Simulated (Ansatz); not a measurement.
# The W2NS2 MXene monolayer between two gates

Aim: charge, voltage and capacitance of the W2NS2 MXene monolayer in a field-effect set-up.

Calculated with Ansatz 0.2.0; plane-wave DFT, PBE-D3(BJ), Ansatz PAW.

**1. Set-up**

The cell holds 5 atoms: 2 S, 2 W and 1 N. Its edges and angles: a = 3.054 Å, b = 3.054 Å, c = 42.977 Å, α = 90.0°, β = 90.0°, γ = 120.0°. Vacuum lies along c.

**2. Relaxation**

The starting cell is a guess, so the in-plane lattice and the atoms are relaxed first, with the slab cut off from its images along the normal.

File input.yaml:

```yaml
crystal:
  lattice:
    - [3.053908, 0.0, 0.0]
    - [-1.526954, 2.6447619088, 0.0]
    - [0.0, 0.0, 42.9772096949]
  atoms:
    - { symbol: S, position: [0.3333333333, 0.6666666667, 0.4304607054] }
    - { symbol: W, position: [0.6666666667, 0.3333333333, 0.4719620994], spin: 1.0 }
    - { symbol: "N", position: [0.0, 0.0, 0.5] }
    - { symbol: W, position: [0.3333333333, 0.6666666667, 0.5280379006], spin: 1.0 }
    - { symbol: S, position: [0.6666666667, 0.3333333333, 0.5695392946] }
  periodic: [true, true, false]
magnetization:
  spin_polarized: true
kpoints:
  mp_grid: { grid: [12, 12, 1] }
hamiltonian:
  xc: pbe
  dispersion: d3bj
scf:
  occupations: { method: fermi_dirac, width: 0.05 }
  convergence: { dr2_threshold: 1.0e-09 }
relax:
  f_tol: 0.004
  max_steps: 90
  cell: {}
output:
  write_potential: true
  write_density: true
  volumetric_format: npy
```

Command:

```console
$ ansatz run input.yaml --threads 4 --pin off --max-ram 12288MiB --backend cpu --events-out ev --progress --plain --runs-dir out
```

Numbers of over 12 decimals in the logs are rounded to 6 here.

The program printed:

```text
Warning: relax.cell: scf.convergence.dr2_threshold = 1e-9 eV is looser than the 1.95870095071e-10 eV advised for a relaxation that steers and ends on the stress (1e-10 eV for each atom of the cell: 5, times the square of relax.cell.stress_2d_tol = 0.05 N/m over 16.0 Å (the atoms' height at the walk's start and 5 Å past either face), 3.129e-2 GPa, over a crystal's default 0.05). What an SCF threshold leaves in a stress goes as its square root, and in the free energy as the threshold itself, and one threshold admits the most on a small cell: [figures from the program's tests cut] Set scf.convergence.dr2_threshold to 1.95870095071e-10 eV or tighter. [rest of the remark cut]
Engine: ansatz 0.2.0, aarch64-unknown-linux-gnu
Pseudopotentials: kind: paw
Pseudopotential: S, paw, valence charge 6, recommended cutoff 420 eV (normal), S.paw.azcp
Pseudopotential: W, paw, valence charge 14, recommended cutoff 420 eV (normal), W.paw.azcp
Pseudopotential: N, paw, valence charge 5, recommended cutoff 420 eV (normal), N.paw.azcp
Functional definition: PBE
  parameter kappa = 0.804
  parameter beta = 0.066725
  exchange = pbe_x(kappa = kappa, mu = beta*pi^2/3)
  correlation = pbe_c(beta = beta)
Crystal: 5 atoms, lattice volume = 347.121 Å³
Basis set: ecut = 420 eV, 6731 PW (Γ), exchange–correlation on 48×48×576 points (8 copies of the dense FFT grid, shifted against one another)
Bands: 29, of which v1, the nominal top of the filled ones, is band 23 counted from 1 (22 counted from 0)
Symmetry: 12 space group operations
Space group: P-3m1 (ITA 164), of the structure as read, at distance tolerance 7.0e-5 Å
Magnetic group: BNS 164.85 (UNI 1315), of the structure as read, at distance tolerance 7.0e-5 Å
k-points: 19 of 144
Non-local potential: S, projectors of the file, l = 0: 2, l = 1: 2, l = 2: 2
Non-local potential: W, projectors of the file, l = 0: 3, l = 1: 2, l = 2: 2, l = 3: 1
Non-local potential: N, projectors of the file, l = 0: 2, l = 1: 2, l = 2: 1
PAW form: soft (Blöchl's): semilocal exchange-correlation on the pseudo side does not see the compensation charge
PAW one-centre angular grid: S, 110 points (default); XC on 64 Gauss nodes
PAW one-centre angular grid: W, 590 points (default); XC on 64 Gauss nodes
PAW one-centre angular grid: N, 110 points (default); XC on 64 Gauss nodes
Initial density: superposition of atomic densities (neutral atoms: chi_scale 0, normalization atom)
Starting moments: Σ|m| = 2 μB on 2 of 5 sites
Initial wavefunctions: pseudopotential atomic-orbital guess
Functional: x = pbe(κ = 0.804, μ = 0.219515), c = pbe(β = 0.066725)
SCF iter   1: F=—  HF=-22961.756208 eV  |F-HF|=—  |Δ(HF+E_count)|=         —  Δρ=2.36e-2 (↑2.36e-2 ↓1.93e-2)  dr2=7.60e0  dr2_m=9.58e-2  M=0.977 μB ∫|m|=1.123 μB  β_m=0.30  ethr=3.10e-3  ⟨swp⟩=16.5  Hψ=9261  notcnv=0
Mixer restart at iter 1: flushing history
preconditioner: auto → LDOS  [metal: Δε(μ)=0.056 eV  Ē_g=9.398 eV  σ=0.050 eV  W_gap=0.27  n_scr=26 (ndim 8)  ℏωp=10.7 eV  f_vac=0.769  D(μ)=2.88/eV (n_scr^D=16)]
spin=Collinear: LDOS preconditioning applied to the charge; magnetization (m = ρ↑ − ρ↓) channel mixes plain (no charge-response kernel on spin).
SCF iter   2: F=—  HF=-22960.807124 eV  |F-HF|=—  |Δ(HF+E_count)|=   9.49e-1  Δρ=1.71e-2 (↑1.71e-2 ↓1.43e-2)  dr2=4.16e0  dr2_m=5.77e-2  M=0.875 μB ∫|m|=1.011 μB  β_m=0.60  ethr=3.10e-3  ⟨swp⟩=3.6  Hψ=2401  notcnv=0  defer=26
SCF iter   3: F=—  HF=-22959.965131 eV  |F-HF|=—  |Δ(HF+E_count)|=   8.42e-1  Δρ=3.30e-3 (↑3.30e-3 ↓3.07e-3)  dr2=1.94e-1  dr2_m=1.16e-2  M=0.510 μB ∫|m|=0.592 μB  β_m=0.58  ethr=3.10e-3  ⟨swp⟩=4.3  Hψ=2771  notcnv=0  defer=26
SCF iter   4: F=—  HF=-22960.024400 eV  |F-HF|=—  |Δ(HF+E_count)|=         —  Δρ=3.03e-3 (↑2.55e-3 ↓3.03e-3)  dr2=1.61e-2  dr2_m=2.21e-2  M=0.169 μB ∫|m|=0.217 μB  β_m=0.58  ethr=4.32e-4  ⟨swp⟩=3.8  Hψ=2893  notcnv=0  defer=18
SCF iter   5: F=—  HF=-22960.025212 eV  |F-HF|=—  |Δ(HF+E_count)|=   8.11e-4  Δρ=1.58e-3 (↑1.48e-3 ↓1.58e-3)  dr2=1.96e-3  dr2_m=7.20e-3  M=0.106 μB ∫|m|=0.136 μB  β_m=0.79  ethr=3.58e-5  ⟨swp⟩=3.8  Hψ=2788  notcnv=0  defer=19
SCF iter   6: F=—  HF=-22960.026808 eV  |F-HF|=—  |Δ(HF+E_count)|=   1.60e-3  Δρ=3.39e-4 (↑2.51e-4 ↓3.39e-4)  dr2=2.31e-4  dr2_m=2.50e-4  M=0.025 μB ∫|m|=0.032 μB  β_m=0.84  ethr=4.35e-6  ⟨swp⟩=3.4  Hψ=2655  notcnv=0  defer=19
SCF iter   7: F=—  HF=-22960.026875 eV  |F-HF|=—  |Δ(HF+E_count)|=   6.74e-5  Δρ=7.99e-5 (↑7.99e-5 ↓5.70e-5)  dr2=2.02e-5  dr2_m=1.19e-5  M=0.006 μB ∫|m|=0.008 μB  β_m=0.80  ethr=5.12e-7  ⟨swp⟩=3.3  Hψ=2667  notcnv=0  defer=19
SCF iter   8: F=—  HF=-22960.026883 eV  |F-HF|=—  |Δ(HF+E_count)|=   7.85e-6  Δρ=2.13e-5 (↑1.23e-5 ↓2.13e-5)  dr2=2.34e-6  dr2_m=5.98e-7  M=0.001 μB ∫|m|=0.001 μB  β_m=0.82  ethr=4.48e-8  ⟨swp⟩=3.3  Hψ=2560  notcnv=0  defer=19
SCF iter   9: F=—  HF=-22960.026886 eV  |F-HF|=—  |Δ(HF+E_count)|=   2.30e-6  Δρ=6.49e-6 (↑6.49e-6 ↓4.08e-6)  dr2=9.07e-8  dr2_m=7.60e-8  M=0.000 μB ∫|m|=0.000 μB  β_m=0.88  ethr=5.21e-9  ⟨swp⟩=3.4  Hψ=2556  notcnv=0  defer=19
SCF iter  10: F=—  HF=-22960.026886 eV  |F-HF|=—  |Δ(HF+E_count)|=   3.65e-7  Δρ=2.04e-6 (↑2.04e-6 ↓1.45e-6)  dr2=3.20e-9  dr2_m=9.12e-9  M=0.000 μB ∫|m|=0.000 μB  β_m=0.94  ethr=2.02e-10  ⟨swp⟩=3.8  Hψ=2762  notcnv=0  defer=19
SCF iter  11: F=—  HF=-22960.026886 eV  |F-HF|=—  |Δ(HF+E_count)|=   3.01e-8  Δρ=2.17e-7 (↑2.14e-7 ↓2.17e-7)  dr2=1.78e-10  dr2_m=1.30e-10  M=0.000 μB ∫|m|=0.000 μB  β_m=0.97  ethr=7.11e-12  ⟨swp⟩=4.4  Hψ=3186  notcnv=0  defer=19
SCF iter  12: F=-22960.026886 eV  HF=-22960.026886 eV  |F-HF|=2.04e-10  |Δ(HF+E_count)|=   2.88e-9  Δρ=5.39e-8 (↑3.47e-8 ↓5.39e-8)  dr2=4.33e-11  dr2_m=1.36e-12  M=0.000 μB ∫|m|=0.000 μB  ethr=1.00e-12  ⟨swp⟩=9.9  Hψ=9611  notcnv=0
WARN: the starting moments were not kept: the SCF closed with an absolute magnetisation of 1.9e-6 μB, where they sum to 2 μB in size (2 sites). That is at most 0.1 of that sum. Measured as dr2_m measures the in/out step, that magnetisation stands 3.4e-13 eV from none, at or under the dr2_threshold of 1.0e-9 eV: it is no larger than a step whose dr2_m would equal this threshold. The system may hold no moment; this SCF [...]
SCF 1 converged in 12 iterations: F = -22960.026886 eV  dr2 = 4.33e-11
  greatest PAW one-centre occupation: 1.000 electrons in one spin orbital (limit 2), on the W atom at site 3 (counted from 0), in its partial waves of l = 0
[...]
relax step   5: F+E_penalty+E_count = -22960.66823447 eV  Δ(F+E_penalty+E_count) = -5.994e-2 eV  max|allowed force component| = 6.124e-2 eV/Å  Δτ_max = 0.0855 Å  P = -1.007 N/m  Ω = 336.253 Å³  energy of the carried Pulay correction = +2.399e-3 eV  fix = [c, alpha, beta]  reactions: c -0.000 N/m  (10 SCF iters, accepted)
[...]
relax step   6: F+E_penalty+E_count = -22960.67004044 eV  Δ(F+E_penalty+E_count) = -1.806e-3 eV  max|allowed force component| = 5.797e-3 eV/Å  Δτ_max = 0.0057 Å  P = -0.086 N/m  Ω = 334.179 Å³  energy of the carried Pulay correction = +2.866e-3 eV  fix = [c, alpha, beta]  reactions: c -0.000 N/m  (8 SCF iters, accepted)
[...]
relax step   7: F+E_penalty+E_count = -22960.67008421 eV  Δ(F+E_penalty+E_count) = -4.378e-5 eV  max|allowed force component| = 5.463e-4 eV/Å  Δτ_max = 0.0002 Å  P = -0.001 N/m  Ω = 334.030 Å³  energy of the carried Pulay correction = +2.899e-3 eV  fix = [c, alpha, beta]  reactions: c -0.000 N/m  (6 SCF iters, accepted)
[...]
relax step   8: F+E_penalty+E_count = -22960.66769568 eV  Δ(F+E_penalty+E_count) = +2.389e-3 eV  max|allowed force component| = 3.517e-4 eV/Å  Δτ_max = 0.0000 Å  P = -0.052 N/m  Ω = 334.030 Å³  fix = [c, alpha, beta]  reactions: c -0.000 N/m  stress off target by 5.18e-2 N/m on what of the cell is left free  SCF on the basis re-selected at this cell (its energy is not comparable with the rows above)  (5 SCF iters)
[...]
relax step   9: F+E_penalty+E_count = -22960.66773886 eV  Δ(F+E_penalty+E_count) = -4.318e-5 eV  max|allowed force component| = 7.350e-4 eV/Å  Δτ_max = 0.0008 Å  P = +0.001 N/m  Ω = 333.866 Å³  energy of the carried Pulay correction = +3.680e-5 eV  fix = [c, alpha, beta]  reactions: c +0.000 N/m  (6 SCF iters, accepted)
iter 1 solved again at ethr=3.30e-7 eV; its pass at ethr=3.10e-3 eV (dr2=1.49e-4 eV) is discarded
SCF iter   1: F=—  HF=-22960.667540 eV  |F-HF|=—  |Δ(HF+E_count)|=         —  Δρ=7.00e-7 (↑6.91e-7 ↓7.00e-7)  dr2=3.94e-9  dr2_m=1.18e-11  M=0.000 μB ∫|m|=0.000 μB  β_m=0.65  ethr=3.30e-7  ⟨swp⟩=7.1  Hψ=15244  notcnv=0
eigensolver tolerance schedule: the retry pair's looser diagonalisation over-reported the residual by 37741.25 of it (diagonalisation noise at an unbounded share of the residual, at the tolerance the schedule requests for it); recorded, not acted on — ethr = c·dr2/N_el stays at c = 1.0e-1
preconditioner: auto → LDOS  [metal: Δε(μ)=0.043 eV  Ē_g=8.846 eV  σ=0.050 eV  W_gap=0.21  n_scr=22 (ndim 8)  ℏωp=10.9 eV  f_vac=0.769  D(μ)=2.70/eV (n_scr^D=16)]
spin=Collinear: LDOS preconditioning applied to the charge; magnetization (m = ρ↑ − ρ↓) channel mixes plain (no charge-response kernel on spin).
SCF iter   2: F=—  HF=-22960.667699 eV  |F-HF|=—  |Δ(HF+E_count)|=   1.59e-4  Δρ=4.23e-7 (↑4.23e-7 ↓4.19e-7)  dr2=2.73e-9  dr2_m=3.68e-12  M=0.000 μB ∫|m|=0.000 μB  β_m=0.34  ethr=8.76e-12  ⟨swp⟩=8.4  Hψ=6099  notcnv=0
SCF iter   3: F=—  HF=-22960.667699 eV  |F-HF|=—  |Δ(HF+E_count)|=   2.78e-9  Δρ=2.65e-7 (↑2.65e-7 ↓2.57e-7)  dr2=5.31e-10  dr2_m=4.22e-12  M=0.000 μB ∫|m|=0.000 μB  β_m=0.67  ethr=6.08e-12  ⟨swp⟩=3.3  Hψ=1992  notcnv=0
SCF iter   4: F=-22960.667699 eV  HF=-22960.667699 eV  |F-HF|=1.02e-10  |Δ(HF+E_count)|=  4.15e-10  Δρ=7.22e-8 (↑6.87e-8 ↓7.22e-8)  dr2=2.52e-11  dr2_m=6.45e-13  M=0.000 μB ∫|m|=0.000 μB  ethr=1.18e-12  ⟨swp⟩=15.2  Hψ=10904  notcnv=0
the starting moments were not kept: the SCF closed with an absolute magnetisation of 2.1e-6 μB, where they sum to 2 μB in size (2 sites). That is at most 0.1 of that sum. Measured as dr2_m measures the in/out step, that magnetisation stands 4.1e-13 eV from none, at or under the dr2_threshold of 1.0e-9 eV: it is no larger than a step whose dr2_m would equal this threshold.
SCF 10 converged in 4 iterations: F = -22960.667699 eV  dr2 = 2.52e-11
relax step  10: F+E_penalty+E_count = -22960.66769924 eV  Δ(F+E_penalty+E_count) = +3.961e-5 eV  max|allowed force component| = 7.409e-4 eV/Å  Δτ_max = 0.0000 Å  P = +0.001 N/m  Ω = 333.866 Å³  fix = [c, alpha, beta]  reactions: c +0.000 N/m  stress off target by 5.92e-4 N/m on what of the cell is left free  SCF on the basis re-selected at this cell (its energy is not comparable with the rows above)  (4 SCF iters)
basis re-selected at this cell: Δ(F+E_penalty+E_count) = +3.961e-5 eV, ΔP = -0.000 N/m vs the last step (what re-selecting the basis moved, of the pressure what is left beyond the Pulay correction that the steps carried, after the strain that the cell walked since its last selection, with what the two solves' SCF thresholds leave and, on support functions, any second-order correction that the steps lacked; it is no m [...]
SCF converged after 4 iterations
Magnetization: 0.0000 μB (22.5000 up, 22.5000 down)
Absolute magnetization: 0.0000 μB (∫|ρ↑−ρ↓|, with the PAW one-centre terms)
Spin contamination: 0.0000 ħ² per cell (⟨S²⟩ above its minimum at these occupations)
Per-site moments (μB) at R_I (Å): [(-9.956912766305981e-8, 0.987563), (4.670553829197996e-7, 0.920175), (1.2802779449749554e-7, 0.920175), (4.6705538295163895e-7, 0.920175), (-9.956912770395604e-8, 0.987563)]
Free energy (F): -22960.667699 eV
Harris-Foulkes:  -22960.667699 eV  (|F-HF|=1.02e-10)
Internal energy: -22960.645992 eV  (E = F + TS)
E sigma→0 (E₀):  -22960.656845 eV
Entropy (-TS):   -0.021708 eV (-4.342 meV/atom)
Fermi energy:    -4.970321 eV
--- Per-component energies (eV) ---
  E_band       = -1180.329370
  E_kinetic    = 1251.660459
  E_local      = -201019.204924  (includes V_loc(G=0)·N_el)
  E_nonlocal   = 104.197447
  E_hartree    = 99746.947986
  E_xc         = -790.006240
  E_vxc        = -731.445609  (∫ρ·V_xc dr)
  E_paw        = -18453.027233  (= ΣΔE_a)
  E_vpaw       = -279.432350  (= ΣTr[D̂ρ^β])
  E_aug_tail   = -0.000055  (compensation charges beyond the density's cutoff)
  E_ewald      = 96200.643644
  E_disp       = -1.857077  (pairwise vdW)
  E_smearing   = -0.021708  (= −TS)
  E_closure    = -0.000000  (closes the sum)
  Σ components = -22960.667699   (vs F -22960.667699, Δ=0.00e0)
--- Forces (eV/Å), atoms counted from 1 ---
  atom   1  S     -0.00000000     0.00000000    -0.00074093
  atom   2  W      0.00000000    -0.00000000     0.00028589
  atom   3  N      0.00000000     0.00000000     0.00000000
  atom   4  W      0.00000000     0.00000000    -0.00028589
  atom   5  S      0.00000000    -0.00000000     0.00074093
  max |Σ_I F_I| component: 4.63e-18 eV/Å
--- 2D stress c σ (N/m, compression-positive) ---
        0.000592       0.000000       0.000000
        0.000000       0.000592      -0.000000
        0.000000      -0.000000       0.000000
  P = ½ c Tr σ = 0.0006 N/m
--- Band table (eV; the first three rows and the last of 38) ---
  k-point 0 ↑: bands = [... 19 lower, -5.6742, -5.6742, -5.6690, -5.6690, -5.5101, -4.8218, -4.8218, -2.2651, ... 2 higher]
  k-point 1 ↑: bands = [... 19 lower, -6.7181, -6.4541, -5.4042, -5.2627, -4.9661, -4.8297, -4.7520, -2.5391, ... 2 higher]
  k-point 2 ↑: bands = [... 19 lower, -6.9096, -6.9088, -6.0157, -5.2039, -5.0552, -4.2666, -3.9463, -2.5806, ... 2 higher]
  k-point 18 ↓: bands = [... 19 lower, -9.2184, -5.1711, -4.6867, -4.6867, -4.0592, -3.2920, -3.2920, -2.2858, ... 2 higher]
  the weakly bound empty levels are not read free of the cell's end (no_gap_told)
--- Relaxed structure (8 steps of the walk, 7 accepted, 2 SCFs on fresh bases) ---
  F+E_penalty+E_count = -22960.66769924 eV   max|allowed force component| = 7.409e-4 eV/Å   (the final SCF, on the basis selected at the relaxed cell)
  cell:  # Å, volume = 333.8661 Å³
    - [2.995034, 0.0, 0]
    - [-1.497517, 2.593775, 0]
    - [0, 0, 42.9772096949]
  atoms:
    - { symbol: S, position: [0.333333, 0.666667, 0.428682] }
    - { symbol: W, position: [0.666667, 0.333333, 0.467209] }
    - { symbol: N, position: [0, 0, 0.5] }
    - { symbol: W, position: [0.333333, 0.666667, 0.532791] }
    - { symbol: S, position: [0.666667, 0.333333, 0.571318] }
```

Elapsed: 77 s, on 4 threads of Arm Neoverse V2, shared host; peak memory 0.89 GiB.

Step by step:

```
step  energy less that of the first step (eV)  largest force component (eV/Å)  volume (Å³)
   1                                   0.0000                          3.3918       347.12
   2                                  -0.4703                          0.6941       355.40
   3                                  -0.5814                          0.4447       349.27
   4                                  -0.5803                          0.6218       328.19
   5                                  -0.6413                          0.0612       336.25
   6                                  -0.6432                          0.0058       334.18
   7                                  -0.6432                          0.0005       334.03
  8*                                  -0.6408                          0.0004       334.03
   9                                  -0.6409                          0.0007       333.87
 10*                                  -0.6408                          0.0007       333.87
```

Relaxation steps marked * repeat the geometry before them on a plane-wave basis chosen anew for their cell, so energy and pressure can jump there. Relaxation step 4 was tried and not accepted.

Forces are held to the 12 operations that the run works with; a distortion that breaks them can't arise in this run.

```
cell as run  before  after  change
      a (Å)   3.054  2.995  -1.9 %
      b (Å)   3.054  2.995  -1.9 %
```

The atoms that moved most (Å, along periodic axes as changes of fractional coordinates times the final cell, across vacuum about the mean position):

```
atom     dx     dy      dz  length
  W4  0.000  0.000   0.204   0.204
  W2  0.000  0.000  -0.204   0.204
  S1  0.000  0.000  -0.076   0.076
  S5  0.000  0.000   0.076   0.076
```

The relaxed structure:

```xyz
5
Lattice="2.9950 0.0000 0.0000 -1.4975 2.5938 0.0000 0.0000 0.0000 42.9772" Properties=species:S:1:pos:R:3
S     0.0000    1.7292   18.4235
W     1.4975    0.8646   20.0793
N     0.0000    0.0000   21.4886
W     0.0000    1.7292   22.8979
S     1.4975    0.8646   24.5537
```

This step gave:

* energy at zero smearing: -22960.6568 eV

The lattice constant a goes from 3.054 to 2.995 Å.

(Part 1 of 4 ends here.)

[Logs are printed without paths, hosts, clocks, repeated set-up lines and the standing remarks that a program may print on its own settings, such as how far it seeks lower states.]

[Hosts, paths, dates, database ids (printed as entryN), source tags and the programs' standing remarks are cut or masked in the printed files.]

[Maps of the electrostatic potential energy from Ansatz leave out the sawtooth potential of an applied field or a dipole correction, so their vacuum need not be flat; planar profiles and work functions include it.]
